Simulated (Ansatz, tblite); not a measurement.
## A script for SiO$_{2}$ (GFN1-xTB)

These are simulated results from tblite 0.8.0, not measurements. The cell was built from a prototype and was relaxed with r2SCAN in plane waves (Ansatz 0.2.0). Not every such cell is a known phase. All runs are without spin polarisation.

It is tetragonal, I4_1/amd (No. 141); a = 3.490 Å, c = 8.406 Å in the conventional setting, 8.53 Å³ an atom. Si has 6 O at 1.76–1.78 Å; O has 3 Si at 1.76–1.78 Å.

tblite solves periodic systems at the zone centre alone, so the script builds a cluster of 3×3×1 conventional cells (108 atoms), which folds in a coarse mesh of k points.

The script, run.py:

```python
import json
from ase import Atoms
from ase.build import make_supercell
from ase.units import Bohr, GPa, Hartree
from tblite.interface import Calculator

atoms = Atoms(['Si', 'Si', 'O', 'O', 'O', 'O'],
              cell=[[-1.74488568, 1.74488568, 4.20308449], [1.74488568, -1.74488568, 4.20308449], [1.74488568, 1.74488568, -4.20308449]],
              scaled_positions=[[0.75, 0.25, 0.5], [0.0, 0.0, 0.0], [0.540950216, 0.040950216, 0.5], [0.790950216, 0.790950216, 0.0], [0.209049784, 0.209049784, 0.0], [0.959049784, 0.459049784, 0.5]],
              pbc=True)
cluster = make_supercell(atoms, [[0, 3, 3], [3, 0, 3], [1, 1, 0]])
calc = Calculator('GFN1-xTB', cluster.numbers, cluster.positions / Bohr, lattice=cluster.cell[:] / Bohr, periodic=cluster.pbc)
calc.set('temperature', 0.02 / Hartree)
calc.set('max-iter', 150)
res = calc.singlepoint()
levels = res.get('orbital-energies') * Hartree
nv = round(res.get('orbital-occupations').sum() / 2)
cells = len(cluster) // len(atoms)
out = {'energy_per_cell': res.get('energy') * Hartree / cells, 'homo': levels[nv - 1], 'lumo': levels[nv],
       'stress': (-res.get('virial') * Hartree / cluster.get_volume() / GPa).tolist(), 'charges': res.get('charges')[:len(atoms)].tolist(), 'electrons': 2 * nv / cells}
json.dump(out, open('results.json', 'w'))
for key, value in out.items():
    print(key, value)
```

Command: `python run.py`. It took 17 s on 1 thread of AMD EPYC 7571, with other jobs on the host, peak memory 0.14 GiB.

The log:

```
------------------------------------------------------------
  cycle        total energy    energy error   density error
------------------------------------------------------------
      1     -369.8884470768  -3.7058921E+02   1.0545453E+00
      2     -358.5686093356   1.1319838E+01   1.0061919E+00
      3     -399.9477679309  -4.1379159E+01   5.2674661E-01
      4     -410.0910840152  -1.0143316E+01   1.0951177E-01
      5     -410.8767437473  -7.8565973E-01   4.2646302E-02
      6     -411.0234308275  -1.4668708E-01   1.4185028E-03
      7     -411.0235506625  -1.1983503E-04   4.0725211E-04
      8     -411.0235628431  -1.2180540E-05   4.5225760E-05
      9     -411.0235629954  -1.5231313E-07   1.5239816E-05
------------------------------------------------------------

 total:                                  15.160 sec
energy_per_cell -621.3622687654323
homo -19.288130477691986
lumo -11.875506078586419
stress [[26.854495275922336, -3.27711336980219e-09, 2.046532150245214e-05], [-3.2771133712937696e-09, 26.85457415440089, 3.425317547841691e-06], [2.0465321502335633e-05, 3.4253175477484674e-06, 36.25778208603196]]
charges [0.4710847107682503, 0.4710891356757636, -0.23554537756026672, -0.23554568488469774, -0.23554212022735643, -0.23554093908479934]
electrons 32.0
```

The cycle table is in hartree for the whole cluster, and the lines after it are in eV (the energy for one cell). The printed stress is in GPa and positive in compression, and the pressure is its mean diagonal.

GFN1-xTB gives a gap of 7.41 eV. On the same cell, plane-wave PBE (Ansatz, 10×10×10 k points and the special points) gives a gap of 6.30 eV and r2SCAN a gap of 7.20 eV; on shared hosts these took about 23 and 50 core-seconds on the 6-atom cell, against 17 for the script. Semilocal gaps usually lie below measured ones. xTB was fitted to molecules, so gaps, charges and pressures of solids can be far off, and the gap also depends on the size of the cluster.

The same script was run on cells scaled at fixed shape and fractional coordinates:

| volume (Å³/atom) | energy (meV/atom) | pressure (GPa, positive in compression) | gap (eV) |
| --- | --- | --- | --- |
| 7.51 | 363.4 | 89.83 | 9.37 |
| 8.02 | 134.3 | 55.36 | 8.32 |
| 8.53 | 0.0 | 29.99 | 7.41 |
| 9.04 | -64.5 | 11.08 | 6.62 |
| 9.55 | -76.1 | -3.15 | 5.92 |

A Birch-Murnaghan fit puts the minimum at 9.43 Å³/atom, 10.5 % above the given cell, with a bulk modulus of 242 GPa at fixed shape.

xTB was fitted mostly to molecules, and a small cluster samples few k points, so gaps, pressures and kinks along a curve can be far from a solid's.
